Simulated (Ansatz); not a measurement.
**Cr: strong compression**

An exercise on one series of results from a longer session: the logs are not shown, and one member is left open.

Computed with Ansatz 0.2.0 (DFT, PBE, PAW with Ansatz's default frozen-core files, scalar-relativistic, unless a step's input says otherwise).

### The starting structure

Symmetry: P6_3/mmc, No. 194, hexagonal system. Conventional cell: a = 2.560 Å, b = 2.560 Å, c = 4.146 Å, α = 90.00°, β = 90.00°, γ = 120.00°. Cr (site symmetry -6m2) has 12 Cr at 2.55 to 2.56 Å in its first shell of neighbours.

As a file:

```
Cr
1.0
     2.55950    0.00000    0.00000
    -1.27975    2.21659    0.00000
     0.00000    0.00000    4.14639
Cr
2
Direct
  0.33333 0.66667 0.25000
  0.66667 0.33333 0.75000
```

Whether this phase is the stable one at these pressures isn't tested.

Atoms are numbered in the order of the input: Cr1, Cr2.

The first run:

input.yaml

```yaml
crystal:
  lattice:
    - [2.5595002413, 0.0, 0.0]
    - [-1.2797501206, 2.21659223, 0.0]
    - [0.0, 0.0, 4.1463903909]
  atoms:
    - { symbol: Cr, position: [0.3333333333, 0.6666666667, 0.25] }
    - { symbol: Cr, position: [0.6666666667, 0.3333333333, 0.75] }
kpoints:
  mp_grid: { grid: [17, 17, 9] }
scf:
  occupations: { method: fermi_dirac, width: 0.1 }
hamiltonian:
  xc: pbe
  pseudopotentials: { kind: paw }
output:
  forces: true
  stress: true
relax:
  f_tol: 0.005
  max_steps: 40
  cell: {}
```

The run is started by

```bash
$ ansatz run input.yaml --threads 1 --pin off --max-ram 2048MiB --backend cpu --events-out ev --progress --plain --runs-dir out
```

Among the steps run: Cell relaxed at zero pressure, PAW; Volume scaled by 1, PAW; Shape and atoms relaxed at 0.92 of the volume, PAW; Volume scaled by 0.92, PAW; Shape and atoms relaxed at 0.84 of the volume, PAW; Volume scaled by 0.84, PAW; Shape and atoms relaxed at 0.76 of the volume, PAW; Volume scaled by 0.76, PAW; Shape and atoms relaxed at 0.68 of the volume, PAW; Volume scaled by 0.68, PAW; Shape and atoms relaxed at 0.6 of the volume, PAW; Volume scaled by 0.6, PAW; Volume scaled by 0.6, PAW (cutoff 1000 eV); Shape and atoms relaxed at 0.52 of the volume, PAW; Volume scaled by 0.52, PAW; Shape and atoms relaxed at 0.45 of the volume, PAW; More of the same log: shape and atoms relaxed at 0.45 of the volume; Volume scaled by 0.45, PAW; Volume scaled by 0.45, PAW (partial_waves polarizable).

One table of the session follows, with a row left open; its other results are not shown here.

| method | volume over the first | volume (Å³/atom) | pressure (GPa) |
| --- | --- | --- | --- |
| PAW | 1 | 11.928 | 0.01 |
| PAW | 0.92 | ? | ? |
| PAW | 0.84 | 10.019 | 58.25 |
| PAW | 0.76 | 9.065 | 111.47 |
| PAW | 0.68 | 8.111 | 193.35 |
| PAW | 0.6 | 7.157 | 318.66 |
| PAW | 0.52 | 6.202 | 525.52 |
| PAW | 0.45 | 5.368 | 824.93 |
| PAW (cutoff 1000 eV) | 0.6 | 7.157 | 318.61 |
| PAW (partial_waves polarizable) | 0.45 | 5.368 | 824.93 |

Q: Estimate the row for PAW, 0.92 from the others.

As computed: volume (Å³/atom): 10.974; pressure (GPa): 23.19. In the column «volume (Å³/atom)» it lies between PAW, 0.84 (10.019) and PAW, 1 (11.928).

Caveats from the session: Spin polarisation is left out here, though a magnetic state may lie well lower.
